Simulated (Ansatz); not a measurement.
Input of an Ansatz 0.2.0 run:

input.yaml

```yaml
crystal:
  lattice:
    - [0.0, 2.1315, 2.1315]
    - [2.1315, 0.0, 2.1315]
    - [2.1315, 2.1315, 0.0]
  atoms:
    - { symbol: Co, position: [0.0, 0.0, 0.0], spin: 2.0 }
    - { symbol: O, position: [0.5, 0.5, 0.5] }
hamiltonian:
  xc: pbe
  pseudopotentials: { kind: paw }
magnetization:
  spin_polarized: true
kpoints:
  mp_grid: { grid: [11, 11, 11] }
scf:
  occupations: { method: fermi_dirac, width: 0.05 }
output:
  forces: true
  stress: true
relax:
  f_tol: 0.01
  max_steps: 40
  cell: { stress_tol: 0.05 }
```

Potentials or basis: Ansatz PAW.

The run is started by

```bash
$ ansatz run input.yaml --threads 2 --pin off --max-ram 5632MiB --backend cpu --events-out ev --progress --plain --runs-dir out
```

(1) Estimate the space group after relaxing (to 0.05 Å).

(2) Predict the absolute moment.

(3) Estimate the relaxed cell.

Results:

(1) Fm-3m (No. 225).

(2) 2.92 μB per cell.

(3) a = 3.003 Å, b = 3.003 Å, c = 3.003 Å, α = 60.00°, β = 60.00°, γ = 60.00°.

Caveat: a cell with one magnetic atom can't hold antiferromagnetic order, which such compounds often take.
